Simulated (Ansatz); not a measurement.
Computed with DFT PBE, scalar-relativistic, plane waves, PAW in Ansatz 0.2.0. Settings: cutoff 420 eV, Γ-centred meshes spaced at most about 0.3 Å⁻¹, and about 0.25 Å⁻¹ or finer for metals (2π included), Gaussian smearing. No spin polarisation in the final relaxations.

These are static total energies at zero pressure.

Two forms of SiGe₃ were relaxed alike.

A.

```cif
data_structure
_symmetry_space_group_name_H-M 'P-6m2'
_symmetry_Int_Tables_number 187
_cell_length_a 2.9554
_cell_length_b 2.9554
_cell_length_c 9.6434
_cell_angle_alpha 90.000
_cell_angle_beta 90.000
_cell_angle_gamma 120.000
_cell_volume 72.95
loop_
_atom_site_label
_atom_site_type_symbol
_atom_site_symmetry_multiplicity
_atom_site_Wyckoff_symbol
_atom_site_fract_x
_atom_site_fract_y
_atom_site_fract_z
_atom_site_occupancy
Si1 Si 1 a 0.00000 0.00000 0.00000 1
Ge1 Ge 2 h 0.33333 0.66667 0.23657 1
Ge2 Ge 1 b 0.00000 0.00000 0.50000 1
```

B.

```cif
data_structure
_symmetry_space_group_name_H-M 'P4/mmm'
_symmetry_Int_Tables_number 123
_cell_length_a 2.9253
_cell_length_b 2.9253
_cell_length_c 8.6170
_cell_angle_alpha 90.000
_cell_angle_beta 90.000
_cell_angle_gamma 90.000
_cell_volume 73.74
loop_
_atom_site_label
_atom_site_type_symbol
_atom_site_symmetry_multiplicity
_atom_site_Wyckoff_symbol
_atom_site_fract_x
_atom_site_fract_y
_atom_site_fract_z
_atom_site_occupancy
Si1 Si 1 c 0.50000 0.50000 0.00000 1
Ge1 Ge 2 g 0.00000 0.00000 0.76665 1
Ge2 Ge 1 d 0.50000 0.50000 0.50000 1
```

Task: Which is lower in energy, and by how much?

Result: They are level within the accuracy (4 meV/atom apart, with A the lower in these runs). A has Si and Ge ordered on hcp sites, space group P-6m2 (No. 187), 18.2 Å³/atom and no gap on its mesh; B has Si and Ge ordered on fcc sites, space group P4/mmm (No. 123), 18.4 Å³/atom and no gap. Counting Ge atoms around Si (those within 1.25 times the shortest such distance or 1.15 times the sum of covalent radii; the shortest distance is added where it is long for a bond), A has Si 6 from 2.8 Å and B has Si 8 from 2.9 Å. Even the lower one lies +0.41 eV/atom against the reference forms of the elements (uncorrected), so neither is stable at this level. In A, Si has 6 Ge at 2.85 Å and 6 Si at 2.96 Å; Ge on a site of symmetry 3m is surrounded by 3 Si at 2.85 Å and 9 Ge at 2.96–3.06 Å; around Ge on a site of symmetry -6m2 lie 12 Ge at 2.96–3.06 Å. In B, Si is surrounded by 8 Ge at 2.88 Å and 4 Si at 2.93 Å; Ge on a site of symmetry 4mm is surrounded by 4 Si at 2.88 Å and 8 Ge at 2.93–3.09 Å; Ge on a site of symmetry 4/mmm has 12 Ge at 2.93–3.09 Å. Both come from invented guesses. A third cell relaxed alike, in P6/mmm, lies 119 meV/atom below the lower of the two.

The k mesh leaves some 4 meV/atom of noise in the energy of each metallic cell. Cells relaxed within their symmetry can be saddle points.
